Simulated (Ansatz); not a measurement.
# Ge (Fd-3m) in Ansatz: a series of runs

Runs on Ge. Level: PBEsol. Tasks: relaxation of cell and atoms.

Everything below comes from runs of Ansatz 0.2.0. Logs are shortened: lines on timing, memory, paths and dates and some standing lists are left out, and cuts for length are marked.

## (1) The structure

The structure is cubic, space group Fd-3m (No. 227). Conventional cell: a = 5.658 Å, b = 5.658 Å, c = 5.658 Å, α = 90.00°, β = 90.00°, γ = 90.00°. Ge (site symmetry -43m) is surrounded by 4 Ge at 2.45 Å.

## (2) Relaxation of cell and atoms, PBEsol

The input, input.yaml:

```yaml
crystal:
  lattice:
    - [0.0, 2.82891, 2.82891]
    - [2.82891, 0.0, 2.82891]
    - [2.82891, 2.82891, 0.0]
  atoms:
    - { symbol: Ge, position: [0.75, 0.75, 0.75] }
    - { symbol: Ge, position: [0.5, 0.5, 0.5] }
kpoints:
  mp_grid: { grid: [8, 8, 8] }
scf:
  occupations: { method: fermi_dirac, width: 0.05 }
hamiltonian:
  xc: pbesol
  pseudopotentials: { kind: all_electron, lapw: { basis_error: 0.001 } }
output:
  forces: true
  stress: true
relax:
  f_tol: 0.005
  max_steps: 60
  cell: {}
```

Potentials or basis: all-electron LAPW, scalar-relativistic.

On the command line:

```console
ansatz run input.yaml --threads 1 --pin off --max-ram 3072MiB --backend cpu --events-out ev --progress --plain --runs-dir out
```

What it wrote:

```text
Warning: RAYON_NUM_THREADS=1 ignored (pool sized by the plan → 1); use --threads N
The last accepted step is kept in <dir> (removed where the run ends without a failure and the disk answers)
LAPW: plane waves up to 9.469 Å⁻¹, error target 1.0e-3 eV per atom; small_component_spin mean_spin; Ge in spheres of 1.188 Å, 22 of its electrons in bands, Dirac shells [] (how accurate: hamiltonian.pseudopotentials.lapw.basis_error, Limitations)
Engine: ansatz 0.2.0, aarch64-unknown-linux-gnu
Pseudopotentials: kind: all_electron
Pseudopotential: Ge, LAPW, valence charge 22, lapw/all_electron/scalar/gaussian/Ge, Koelling and Harmon's equation, gaussian nucleus
Functional definition: PBEsol
  exchange = pbesol_x
  correlation = pbesol_c
Crystal: 2 atoms, lattice volume = 45.278 Å³
Basis set: ecut = 341.61675713417344 eV, 645 PW (Γ), exchange–correlation at level 2
Bands: 27, of which v1, the nominal top of the filled ones, is band 22 counted from 1 (21 counted from 0)
Symmetry: 48 space group operations
Space group: Fd-3m (ITA 227), of the structure as read, at distance tolerance 3.6e-5 Å
k-points: 29 of 512
Non-local potential: Ge, projectors of the file, none
Initial density: superposition of atomic densities (chi_scale 0.1, normalization cell)
Initial wavefunctions: plane waves of lowest kinetic energy (no species holds an atomic orbital)
Functional: x = pbesol(κ = 0.804, μ = 0.12345679012345678), c = pbesol(β = 0.046)
iter 1 solved again at ethr=9.32e-4 eV; its pass at ethr=1.00e-1 eV (dr2=4.10e-1 eV) is discarded
SCF iter   1: F=—  HF=-114149.783966 eV  |F-HF|=—  |Δ(HF+E_count)|=         —  Δρ=2.93e-2  dr2=4.13e-1  ethr=9.32e-4  ⟨swp⟩=2.1  Hψ=4834  notcnv=0
preconditioner: auto → none  [insulator: Δε(μ)=0.215 eV  Ē_g=24.226 eV  σ=0.050 eV  W_gap=0.60  n_scr=14 (ndim 8)  ℏωp=29.2 eV  f_vac=0.088  D(μ)=0.07/eV (n_scr^D=0)  ε∞_Penn≈2.5]
SCF iter   2: F=—  HF=-114149.683768 eV  |F-HF|=—  |Δ(HF+E_count)|=   1.00e-1  Δρ=1.28e-2  dr2=7.36e-2  ethr=9.32e-4  ⟨swp⟩=2.0  Hψ=2320  notcnv=0
iter 3 solved again at ethr=8.41e-7 eV; its pass at ethr=1.67e-4 eV (dr2=3.70e-4 eV) is discarded
SCF iter   3: F=—  HF=-114149.670732 eV  |F-HF|=—  |Δ(HF+E_count)|=   1.30e-2  Δρ=1.24e-3  dr2=3.74e-4  ethr=8.41e-7  ⟨swp⟩=2.7  Hψ=3964  notcnv=0
SCF iter   4: F=—  HF=-114149.666681 eV  |F-HF|=—  |Δ(HF+E_count)|=         —  Δρ=4.59e-4  dr2=5.31e-5  ethr=8.41e-7  ⟨swp⟩=3.0  Hψ=2332  notcnv=0
the basis was enlarged: its passes take 62.0 KiB over the memory plan, 1 of 1 planned eigensolver slots
SCF iter   5: F=—  HF=-114149.666698 eV  |F-HF|=—  |Δ(HF+E_count)|=   1.67e-5  Δρ=6.23e-5  dr2=1.11e-6  ethr=1.21e-7  ⟨swp⟩=2.9  Hψ=2233  notcnv=0
SCF iter   6: F=-114149.666699 eV  HF=-114149.666699 eV  |F-HF|=1.79e-8  |Δ(HF+E_count)|=   1.70e-6  Δρ=6.54e-6  dr2=1.35e-8  ethr=2.52e-9  ⟨swp⟩=3.0  Hψ=2294  notcnv=0
SCF 1 converged in 6 iterations: F = -114149.666699 eV  dr2 = 1.35e-8
relax step   1: F+E_penalty+E_count = -114149.66669928 eV  Δ(F+E_penalty+E_count) = +0.000e0 eV  max|allowed force component| = 5.782e-19 eV/Å  Δτ_max = 0.0000 Å  P = +0.646 GPa  Ω = 45.278 Å³  (6 SCF iters, accepted)
Crystal: 2 atoms, lattice volume = 45.624 Å³
Basis set: ecut = 339.88579045987285 eV, 645 PW (Γ), exchange–correlation at level 2
Initial density: handed on by an earlier stage of this run
Initial wavefunctions: those handed on with the density
iter 1 solved again at ethr=2.41e-8 eV; its pass at ethr=1.00e-1 eV (dr2=1.06e-5 eV) is discarded
SCF iter   1: F=—  HF=-114149.667543 eV  |F-HF|=—  |Δ(HF+E_count)|=         —  Δρ=1.11e-4  dr2=1.14e-5  ethr=2.41e-8  ⟨swp⟩=4.2  Hψ=4241  notcnv=0
preconditioner: auto → none  [metal: Δε(μ)=0.096 eV  Ē_g=24.278 eV  σ=0.050 eV  W_gap=0.38  n_scr=14 (ndim 8)  ℏωp=29.1 eV  f_vac=0.181  D(μ)=0.11/eV (n_scr^D=0)]
SCF iter   2: F=—  HF=-114149.667543 eV  |F-HF|=—  |Δ(HF+E_count)|=   3.81e-7  Δρ=4.91e-5  dr2=2.15e-6  ethr=2.41e-8  ⟨swp⟩=2.0  Hψ=2178  notcnv=0
iter 3 solved again at ethr=3.44e-11 eV; its pass at ethr=4.89e-9 eV (dr2=1.52e-8 eV) is discarded
SCF iter   3: F=—  HF=-114149.667543 eV  |F-HF|=—  |Δ(HF+E_count)|=   4.57e-7  Δρ=6.92e-6  dr2=1.52e-8  ethr=3.44e-11  ⟨swp⟩=2.4  Hψ=3884  notcnv=0
SCF iter   4: F=-114149.667543 eV  HF=-114149.667543 eV  |F-HF|=3.78e-9  |Δ(HF+E_count)|=   5.16e-8  Δρ=3.66e-6  dr2=4.75e-9  ethr=3.44e-11  ⟨swp⟩=2.8  Hψ=2214  notcnv=0
SCF 2 converged in 4 iterations: F = -114149.667543 eV  dr2 = 4.75e-9
relax step   2: F+E_penalty+E_count = -114149.66754326 eV  Δ(F+E_penalty+E_count) = -8.440e-4 eV  max|allowed force component| = 4.698e-18 eV/Å  Δτ_max = 0.0000 Å  P = +0.138 GPa  Ω = 45.624 Å³  (4 SCF iters, accepted)
Crystal: 2 atoms, lattice volume = 45.719 Å³
Basis set: ecut = 339.41622726933304 eV, 645 PW (Γ), exchange–correlation at level 2
iter 1 solved again at ethr=2.05e-9 eV; its pass at ethr=1.00e-1 eV (dr2=9.01e-7 eV) is discarded
SCF iter   1: F=—  HF=-114149.667584 eV  |F-HF|=—  |Δ(HF+E_count)|=         —  Δρ=3.18e-5  dr2=9.47e-7  ethr=2.05e-9  ⟨swp⟩=4.4  Hψ=4243  notcnv=0
preconditioner: auto → none  [metal: Δε(μ)=0.099 eV  Ē_g=24.271 eV  σ=0.050 eV  W_gap=0.38  n_scr=14 (ndim 8)  ℏωp=29.1 eV  f_vac=0.183  D(μ)=0.11/eV (n_scr^D=0)]
SCF iter   2: F=—  HF=-114149.667584 eV  |F-HF|=—  |Δ(HF+E_count)|=   6.89e-8  Δρ=1.47e-5  dr2=1.87e-7  ethr=2.05e-9  ⟨swp⟩=2.0  Hψ=2178  notcnv=0
iter 3 solved again at ethr=2.68e-12 eV; its pass at ethr=4.25e-10 eV (dr2=1.18e-9 eV) is discarded
SCF iter   3: F=-114149.667584 eV  HF=-114149.667584 eV  |F-HF|=1.89e-9  |Δ(HF+E_count)|=   7.02e-8  Δρ=1.86e-6  dr2=1.18e-9  ethr=2.68e-12  ⟨swp⟩=2.2  Hψ=3889  notcnv=0
SCF 3 converged in 3 iterations: F = -114149.667584 eV  dr2 = 1.18e-9
relax step   3: F+E_penalty+E_count = -114149.66758426 eV  Δ(F+E_penalty+E_count) = -4.100e-5 eV  max|allowed force component| = 7.011e-18 eV/Å  Δτ_max = 0.0000 Å  P = +0.001 GPa  Ω = 45.719 Å³  (3 SCF iters, accepted)
iter 1 solved again at ethr=2.68e-12 eV; its pass at ethr=1.00e-1 eV (dr2=1.18e-9 eV) is discarded
SCF iter   1: F=—  HF=-114149.667584 eV  |F-HF|=—  |Δ(HF+E_count)|=         —  Δρ=1.86e-6  dr2=1.18e-9  ethr=2.68e-12  ⟨swp⟩=4.9  Hψ=3756  notcnv=0
preconditioner: auto → none  [metal: Δε(μ)=0.099 eV  Ē_g=24.271 eV  σ=0.050 eV  W_gap=0.38  n_scr=14 (ndim 8)  ℏωp=29.1 eV  f_vac=0.181  D(μ)=0.11/eV (n_scr^D=0)]
SCF iter   2: F=-114149.667584 eV  HF=-114149.667584 eV  |F-HF|=2.62e-10  |Δ(HF+E_count)|=   2.08e-9  Δρ=9.20e-7  dr2=4.03e-10  ethr=2.70e-12 (applied; sched 2.68e-12)  ⟨swp⟩=3.0  Hψ=2239  notcnv=0
SCF 4 converged in 2 iterations: F = -114149.667584 eV  dr2 = 4.03e-10
relax step   4: F+E_penalty+E_count = -114149.66758405 eV  Δ(F+E_penalty+E_count) = +2.101e-7 eV  max|allowed force component| = 6.577e-18 eV/Å  Δτ_max = 0.0000 Å  P = +0.001 GPa  Ω = 45.719 Å³  stress off target by 1.07e-3 GPa  SCF on the basis re-selected at this cell (its energy is not comparable with the rows above)  (2 SCF iters)
basis re-selected at this cell: Δ(F+E_penalty+E_count) = +2.101e-7 eV, ΔP = +0.000 GPa vs the last step (what re-selecting the basis moved, after the strain that the cell walked since its last selection, with what the two solves' SCF thresholds leave and, on support functions, any second-order correction that the steps lacked; it is no measure of the basis error at this ecutwfc). This SCF's stress stands 1.07e-3 GPa from its target on what of the cell is left free (relax.cell.stress_tol is 5.00e-2 GPa) and its largest allowed force component is 6.58e-18 eV/Å (relax.f_tol is 5.00e-3 eV/Å): within both
SCF converged after 2 iterations
Free energy (F): -114149.667584 eV
Harris-Foulkes:  -114149.667584 eV  (|F-HF|=2.62e-10)
Internal energy: -114149.666644 eV  (E = F + TS)
E sigma→0 (E₀):  -114149.667114 eV
Entropy (-TS):   -0.000940 eV (-0.470 meV/atom)
Fermi energy:    9.713606 eV
--- Per-component energies (eV) ---
  E_band       = -2092.831225
  E_kinetic    = 116531.296639
  E_xc         = -4256.050762
  E_electrostatic = -226424.912520  (all electrons and nuclei)
  E_smearing   = -0.000940  (= −TS)
  E_closure    = 0.000000  (closes the sum)
  E_atoms      = -114139.838039  (free atoms, spherical and without spin; not in F)
  Σ components = -114149.667584   (vs F -114149.667584, Δ=0.00e0)
  Basis errors (estimates in eV, not in F): energy 4.3e-4 per atom: plane waves 3.9e-4 (2.3e-4 summed), levels above the bands 1.6e-56, relativity 1.3e-8, radial functions 4.2e-5, core shells 6.8e-11; eigenvalues (radial functions only) 2.3e-7; not estimated: angular momenta, meshes, grids; target (lapw.basis_error) 1.0e-3; muffin-tin radii Ge 1.192 Å
--- Forces (eV/Å), atoms counted from 1 ---
  atom   1  Ge     0.00000000    -0.00000000     0.00000000
  atom   2  Ge    -0.00000000     0.00000000    -0.00000000
  max |Σ_I F_I| component: 5.78e-19 eV/Å
--- Stress (GPa, compression-positive) ---
        0.001067       0.000000      -0.000000
        0.000000       0.001067      -0.000000
       -0.000000      -0.000000       0.001067
  P = ⅓ Tr σ = 0.0011 GPa (0.011 kbar)
--- Relaxed structure (3 steps of the walk, 3 accepted, 1 SCFs on fresh bases) ---
  F+E_penalty+E_count = -114149.66758405 eV   max|allowed force component| = 6.577e-18 eV/Å   (the final SCF, on the basis selected at the relaxed cell)
  cell:  # Å, volume = 45.7191 Å³
    - [8.47105600468892e-34, 2.838065490001045, 2.838065490001045]
    - [2.838065490001045, 4.394758378372446e-34, 2.838065490001045]
    - [2.838065490001045, 2.838065490001045, 6.369215041119488e-34]
  atoms:
    - { symbol: Ge, position: [0.75, 0.75, 0.75] }
    - { symbol: Ge, position: [0.49999999999999994, 0.49999999999999994, 0.49999999999999994] }
```

Wall time 21 s (1 thread of Arm Neoverse V1, shared host); peak memory 0.3 GiB.

What came out:

| Property | Result |
| --- | --- |
| Free energy | -114149.6676 eV |
| Relaxed volume | 22.86 Å³/atom |
| Relaxed cell | a = 4.014 Å, b = 4.014 Å, c = 4.014 Å, α = 60.00°, β = 60.00°, γ = 60.00° |
| Space group after relaxing (to 0.05 Å) | Fd-3m (No. 227) |
| Energy gained by relaxing | 0.4 meV/atom |
| Ionic steps | 4 |
| Pressure after relaxing | 0.0 GPa |

Step by step:
| step | energy change (eV) | largest force (eV/Å) | volume (Å³) |
| --- | --- | --- | --- |
| 1 | 0.0000 | 0.0000 | 45.28 |
| 2 | -0.0008 | 0.0000 | 45.62 |
| 3 | -0.0009 | 0.0000 | 45.72 |
| 4 | -0.0009 | 0.0000 | 45.72 |

Final structure:
```yaml
crystal:
  lattice:
    - [0.00000, 2.83807, 2.83807]
    - [2.83807, 0.00000, 2.83807]
    - [2.83807, 2.83807, 0.00000]
  atoms:
    - { symbol: Ge, position: [0.75000, 0.75000, 0.75000] }
    - { symbol: Ge, position: [0.50000, 0.50000, 0.50000] }
```

[end of part 1 of 2]
